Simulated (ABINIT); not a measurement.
# GaN (P6_3mc) in ABINIT: a series of runs

The runs below take GaN through single point, with LDA, PBE, PBEsol.

Program: ABINIT 10.8.3 (patched build). These are calculated values, not measurements. Logs are shortened: lines on timing, memory, paths and dates and some standing lists are left out, and cuts for length are marked. The log counts tension as positive stress, the text compression.

**Experimental background.**

“Studying electronic properties in GaN without electrical contacts using γ-γ vs e−-γ Perturbed Angular Correlations”, 2019, pmc:6823545 quotes, for a bulk crystal of GaN: band gap 3.503 ± 0.005 eV (direct).

The results are compared with them further down.

## Step 1: Starting point

It takes space group P6_3mc (No. 186, hexagonal). Conventional cell: a = 3.212 Å, b = 3.212 Å, c = 10.357 Å, α = 90.00°, β = 90.00°, γ = 120.00°. Around Ga (site symmetry 3m) lie 4 N at 1.95 to 2.00 Å. Around Ga (site symmetry 3m) lie 3 N at 1.94 Å. N (site symmetry 3m) is surrounded by 4 Ga at 1.94 to 2.00 Å. N (site symmetry 3m) is surrounded by 3 Ga at 1.95 Å.

The cell is a database's computed one.

## Step 2: Single point, LDA

run.abi

```
pp_dirpath "./"
pseudos "Ga.LDA_PW-JTH.xml, N.LDA_PW-JTH.xml"

acell 3*1.0
rprim
     6.0689268552     0.0000000000     0.0000000000
    -3.0344634276     5.2558448304     0.0000000000
     0.0000000000     0.0000000000    19.5715911166
ntypat 2
znucl 31 7
natom 8
typat 1 1 1 1 2 2 2 2
xred
     0.0000000000     0.0000000000     0.7858680000
     0.6666666667     0.3333333333     0.0373490000
     0.3333333333     0.6666666667     0.5373490000
     0.0000000000     0.0000000000     0.2858680000
     0.0000000000     0.0000000000     0.0930380000
     0.6666666667     0.3333333333     0.3437450000
     0.0000000000     0.0000000000     0.5930380000
     0.3333333333     0.6666666667     0.8437450000

ecut 25.0
pawecutdg 47.0

kptopt 1
ngkpt 6 6 2
nshiftk 1
shiftk 0.0 0.0 0.0

ixc 7

nband 44
occopt 3
tsmear 0.00183747

nstep 100
tolvrs 1.0e-9

iomode 3
prtwf 0
prtden 0
prteig 0
prtebands 0
enunit 1
```

Potentials or basis: JTH PAW LDA v2.0.

Launch:

```sh
$ abinit run.abi > log 2>&1
```

run.abo:

```text
.Version 10.8.3 of ABINIT
 Symmetries : space group P6_3 m c (#186); Bravais hP (primitive hexag.)
================================================================================
 Values of the parameters that define the memory need of the present run
     intxc =       0    ionmov =       0      iscf =      17    lmnmax =      18
     lnmax =       6     mgfft =      90  mpssoang =       3    mqgrid =    6041
     natom =       8  nloc_mem =       2    nspden =       1   nspinor =       1
    nsppol =       1      nsym =      12    n1xccc =       1    ntypat =       2
    occopt =       3   xclevel =       1
       mpw =        3753          nfft =       81000          nkpt =          14
 PAW method is used; the additional fine FFT grid is defined by:
   mgfftf=       125    nfftf =    200000
================================================================================
================================================================================

--------------------------------------------------------------------------------
------------- Echo of variables that govern the present computation ------------
--------------------------------------------------------------------------------
 -outvars: echo values of preprocessed input variables --------
            acell      1.0000000000E+00  1.0000000000E+00  1.0000000000E+00 Bohr
              amu      6.97230000E+01  1.40067400E+01
             ecut      2.50000000E+01 Hartree
           enunit           1
              ixc           7
         kptrlatt        6    0    0      0    6    0      0    0    2
          kptrlen      3.64135611E+01
            natom           8
            nband          44
            ngfft          30      30      90
          ngfftdg          40      40     125
             nkpt          14
            nstep         100
             nsym          12
           ntypat           2
           occopt           3
        pawecutdg      4.70000000E+01 Hartree
           prtden           0
        prtebands           0
           prteig           0
            prtwf           0
            rprim      6.0689268552E+00  0.0000000000E+00  0.0000000000E+00
                      -3.0344634276E+00  5.2558448304E+00  0.0000000000E+00
                       0.0000000000E+00  0.0000000000E+00  1.9571591117E+01
          spgroup         186
           tolvrs      1.00000000E-09
           tsmear      1.83747000E-03 Hartree
            typat      1  1  1  1  2  2  2  2
           useylm           1
           xangst      0.0000000000E+00  0.0000000000E+00  8.1391091316E+00
                       1.6057688921E+00  9.2709110213E-01  3.8681761690E-01
                      -9.4542882793E-17  1.8541822043E+00  5.5652376134E+00
                       0.0000000000E+00  0.0000000000E+00  2.9606891351E+00
                       0.0000000000E+00  0.0000000000E+00  9.6357967927E-01
                       1.6057688921E+00  9.2709110213E-01  3.5601119634E+00
                       0.0000000000E+00  0.0000000000E+00  6.1419996758E+00
                      -9.4542882793E-17  1.8541822043E+00  8.7385319599E+00
            xcart      0.0000000000E+00  0.0000000000E+00  1.5380687168E+01
                       3.0344634276E+00  1.7519482768E+00  7.3097935661E-01
                      -1.7866015563E-16  3.5038965536E+00  1.0516774915E+01
                       0.0000000000E+00  0.0000000000E+00  5.5948916093E+00
                       0.0000000000E+00  0.0000000000E+00  1.8209016943E+00
                       3.0344634276E+00  1.7519482768E+00  6.7276365884E+00
                       0.0000000000E+00  0.0000000000E+00  1.1606697253E+01
                      -1.7866015563E-16  3.5038965536E+00  1.6513432147E+01
             xred      0.0000000000E+00  0.0000000000E+00  7.8586800000E-01
                       6.6666666667E-01  3.3333333333E-01  3.7349000000E-02
                       3.3333333333E-01  6.6666666667E-01  5.3734900000E-01
                       0.0000000000E+00  0.0000000000E+00  2.8586800000E-01
                       0.0000000000E+00  0.0000000000E+00  9.3038000000E-02
                       6.6666666667E-01  3.3333333333E-01  3.4374500000E-01
                       0.0000000000E+00  0.0000000000E+00  5.9303800000E-01
                       3.3333333333E-01  6.6666666667E-01  8.4374500000E-01
            znucl       31.00000    7.00000

================================================================================

 chkinp: Checking input parameters for consistency.

================================================================================
== DATASET  1 ==================================================================

--- !DatasetInfo
iteration_state: {dtset: 1, }
dimensions: {natom: 8, nkpt: 14, mband: 44, nsppol: 1, nspinor: 1, nspden: 1, mpw: 3753, }
cutoff_energies: {ecut:  25.0, pawecutdg:  47.0, }
[... 158 lines left out ...]
    3     -0.00000000000000     1.85418220426878     5.56523761339325
    4      0.00000000000000     0.00000000000000     2.96068913511610
    5      0.00000000000000     0.00000000000000     0.96357967926781
    6      1.60576889211515     0.92709110213439     3.56011196339039
    7      0.00000000000000     0.00000000000000     6.14199967576287
    8     -0.00000000000000     1.85418220426878     8.73853195988545

 cartesian forces (hartree/bohr) at end:
    1      0.00000000000000     0.00000000000000     0.00092628925844
    2      0.00000000000000     0.00000000000000     0.00209325559825
    3     -0.00000000000000    -0.00000000000000     0.00209325559825
    4     -0.00000000000000    -0.00000000000000     0.00092628925844
    5      0.00000000000000     0.00000000000000    -0.00451880608891
    6      0.00000000000000     0.00000000000000     0.00149926123222
    7     -0.00000000000000    -0.00000000000000    -0.00451880608891
    8     -0.00000000000000    -0.00000000000000     0.00149926123222
 frms,max,avg= 1.5249897E-03 4.5188061E-03   0.000E+00  0.000E+00 -2.079E-05 h/b

 cartesian forces (eV/Angstrom) at end:
    1      0.00000000000000     0.00000000000000     0.04763170878224
    2      0.00000000000000     0.00000000000000     0.10763953069140
    3     -0.00000000000000    -0.00000000000000     0.10763953069140
    4     -0.00000000000000    -0.00000000000000     0.04763170878224
    5      0.00000000000000     0.00000000000000    -0.23236635177388
    6      0.00000000000000     0.00000000000000     0.07709511230023
    7     -0.00000000000000    -0.00000000000000    -0.23236635177388
    8     -0.00000000000000    -0.00000000000000     0.07709511230023
 frms,max,avg= 7.8418124E-02 2.3236635E-01   0.000E+00  0.000E+00 -1.069E-03 e/A
 length scales=  1.000000000000  1.000000000000  1.000000000000 bohr
              =  0.529177210544  0.529177210544  0.529177210544 angstroms
 Fermi (or HOMO) energy (eV) =   6.45733   Average Vxc (eV)= -11.08146
 Eigenvalues (   eV  ) for nkpt=  14  k points:
 kpt#   1, nband= 44, wtk=  0.01389, kpt=  0.0000  0.0000  0.0000 (reduced coord)
 -10.24194   -9.96021   -9.15213   -9.10158   -8.41760   -8.41760   -8.41610   -8.41610
  -8.24517   -8.24517   -8.24242   -8.24242   -8.20262   -8.12988   -7.76801   -7.76801
  -7.76719   -7.76719   -7.53013   -7.53013   -7.52716   -7.52716   -7.27677   -6.42334
  -0.90835    1.51194    2.62912    4.61554    4.61554    4.65746    4.65746    5.46207
   5.46207    5.49125    5.49125    6.04485    6.86101    9.30678    9.45075    9.54539
  12.85515   13.57544   14.37637   14.46439
 prteigrs : prtvol=0 or 1, do not print more k-points.

--- !EnergyTerms
iteration_state     : {dtset: 1, }
comment             : Components of total free energy in Hartree
kinetic             :  4.33565794588618E+01
hartree             :  9.18768189969796E+01
xc                  : -1.71276040009601E+01
Ewald energy        : -2.34338375271722E+02
psp_core            :  1.16329190552715E+01
local_psp           : -2.58327248775703E+02
PAW spherical_terms :  5.50000983995617E+00
internal            : -3.57426900697316E+02
'-kT*entropy'       : -3.00283526054943E-07
total_energy        : -3.57426900997599E+02
total_energy_eV     : -9.72608145774968E+03
...

--- !EnergyTermsDC
iteration_state     : {dtset: 1, }
comment             : '"Double-counting" decomposition of free energy'
band_energy         : -1.17740069226112E+01
Ewald energy        : -2.34338375271722E+02
psp_core            :  1.16329190552715E+01
xc_dc               : -8.81577653218625E+01
PAW spherical_terms : -3.47896728684273E+01
internal            : -3.57426901329351E+02
'-kT*entropy'       : -3.00283526054943E-07
total_energy_dc     : -3.57426901629635E+02
total_energy_dc_eV  : -9.72608147494825E+03
...

--- !EnergyTermsWithPAWCore
iteration_state     : {dtset: 1, }
comment             : 'Components of total free energy, including PAW core contributions'
Total energy        : -7.98265953352764E+03
Total energy DC     : -7.98265953415968E+03
Total energy (eV)   : -2.17219231836983E+05
Total energy DC (eV): -2.17219231854182E+05
...

 Cartesian components of stress tensor (hartree/bohr^3)
  sigma(1 1)=  5.01720388E-04  sigma(3 2)=  0.00000000E+00
  sigma(2 2)=  5.01720388E-04  sigma(3 1)=  0.00000000E+00
  sigma(3 3)=  1.56231527E-04  sigma(2 1)=  0.00000000E+00

-Cartesian components of stress tensor (GPa)         [Pressure= -1.1373E+01 GPa]
- sigma(1 1)=  1.47611235E+01  sigma(3 2)=  0.00000000E+00
- sigma(2 2)=  1.47611234E+01  sigma(3 1)=  0.00000000E+00
- sigma(3 3)=  4.59649022E+00  sigma(2 1)=  0.00000000E+00

== END DATASET(S) ==============================================================
================================================================================

 -outvars: echo values of variables after computation  --------
            acell      1.0000000000E+00  1.0000000000E+00  1.0000000000E+00 Bohr
           etotal     -3.5742690163E+02
            fcart      3.5494185874E-28  2.0492577769E-28  9.2628925844E-04
                       3.5494185874E-28  2.0492577769E-28  2.0932555983E-03
                      -3.5494185874E-28 -2.0492577769E-28  2.0932555983E-03
                      -3.5494185874E-28 -2.0492577769E-28  9.2628925844E-04
                       7.0988371747E-28  4.0985155537E-28 -4.5188060889E-03
                       3.5494185874E-28  2.0492577769E-28  1.4992612322E-03
                      -7.0988371747E-28 -4.0985155537E-28 -4.5188060889E-03
                      -3.5494185874E-28 -2.0492577769E-28  1.4992612322E-03
            rprim      6.0689268552E+00  0.0000000000E+00  0.0000000000E+00
                      -3.0344634276E+00  5.2558448304E+00  0.0000000000E+00
                       0.0000000000E+00  0.0000000000E+00  1.9571591117E+01
           strten      5.0172038847E-04  5.0172038784E-04  1.5623152714E-04
                       0.0000000000E+00  0.0000000000E+00  0.0000000000E+00
           xangst      0.0000000000E+00  0.0000000000E+00  8.1391091316E+00
                       1.6057688921E+00  9.2709110213E-01  3.8681761690E-01
                      -9.4542882793E-17  1.8541822043E+00  5.5652376134E+00
                       0.0000000000E+00  0.0000000000E+00  2.9606891351E+00
                       0.0000000000E+00  0.0000000000E+00  9.6357967927E-01
                       1.6057688921E+00  9.2709110213E-01  3.5601119634E+00
                       0.0000000000E+00  0.0000000000E+00  6.1419996758E+00
                      -9.4542882793E-17  1.8541822043E+00  8.7385319599E+00
             xred      0.0000000000E+00  0.0000000000E+00  7.8586800000E-01
                       6.6666666667E-01  3.3333333333E-01  3.7349000000E-02
                       3.3333333333E-01  6.6666666667E-01  5.3734900000E-01
                       0.0000000000E+00  0.0000000000E+00  2.8586800000E-01
                       0.0000000000E+00  0.0000000000E+00  9.3038000000E-02
                       6.6666666667E-01  3.3333333333E-01  3.4374500000E-01
                       0.0000000000E+00  0.0000000000E+00  5.9303800000E-01
                       3.3333333333E-01  6.6666666667E-01  8.4374500000E-01
 Calculation completed.
```

Wall time 5.4 min (1 thread of Intel Xeon at 2.50GHz (Skylake/Cascade Lake), shared host); peak memory 0.18 GiB.

What came out:

- Free energy: -9726.0815 eV
- Largest force: 0.232 eV/Å
- Band gap on the k mesh: 0.82 eV, direct
- Valence electrons inside the program's atomic spheres: Ga 11.18, 11.08; N 2.55, 2.52, 2.54

Forces in eV/Å, atoms in the order of the input:
```
Ga   0.000  0.000  0.048
Ga   0.000  0.000  0.108
Ga   0.000  0.000  0.108
Ga   0.000  0.000  0.048
N    0.000  0.000 -0.232
N    0.000  0.000  0.077
N    0.000  0.000 -0.232
N    0.000  0.000  0.077
```

Levels at points of the mesh, in eV from the valence-band top:
```tsv
k point	band 34	band 35	band 36	band 37	band 38	band 39
(0.00, 0.00, 0.00)	-0.55	-0.55	0.00	0.82	3.26	3.41
(0.50, 0.00, 0.00)	-1.95	-1.54	-0.76	1.79	2.30	4.59
(0.00, 0.00, 0.50)	-0.57	-0.57	-0.57	2.24	2.24	3.52
(0.50, 0.00, 0.50)	-1.80	-1.41	-1.41	2.34	2.34	4.38
```

Caveat: the cutoff is too short for stress, so the log's stress isn't used.

(Continued in part 2 of 2.)
